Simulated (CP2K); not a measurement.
Zr under changes of volume

One of the cells (23.719 Å³/atom); the others are scaled copies at fixed shape and fractional positions:

```
Zr
1.0
     3.13501    0.00000    0.00000
    -1.04500    2.95572    0.00000
    -1.04500   -1.47786    2.55973
Zr
1
Direct
  0.00000 0.00000 0.00000
```

This isn't the form of Zr at room conditions, which is hcp.

```yaml
Program: CP2K 2026.2
Functional: PBE
Potentials_or_basis: POTENTIAL_UZH Zr GTH-PBE-q12; TZVP-MOLOPT-PBE-GTH basis
Density_cutoff: 6123 eV
k_mesh: 10 × 10 × 10
Occupations: fermi-dirac, width 0.05 eV
Spin: no spin polarisation
```

```tsv
volume (Å³/atom)	energy over the lowest point (meV/atom)	pressure (GPa)
22.296	?	?
22.770	0.00	0.3
23.245	2.30	-1.5
23.719	9.57	-3.1
24.193	21.15	-4.5
24.668	36.62	-5.8
25.142	55.69	-7.0
```

**Question.** What does the run at 22.296 Å³/atom give?

**Answer.** Energy over the lowest point 3.34 meV/atom; pressure 2.2 GPa.

Worked out: A Birch-Murnaghan fit of order 3 (a polynomial in V^(-2/3)) to the other rows has its minimum at 22.79 Å³/atom with B0 = V·E''(V) = 88 GPa and B' = 4.3. It gives 3.09 meV/atom at 22.296 Å³/atom, against the run's 3.34, and -dE/dV = 2.0 GPa, against 2.2.

Energies are extrapolated to zero smearing.

Caveats: the basis of atomic orbitals isn't converged, which shifts pressures, moduli and gaps.
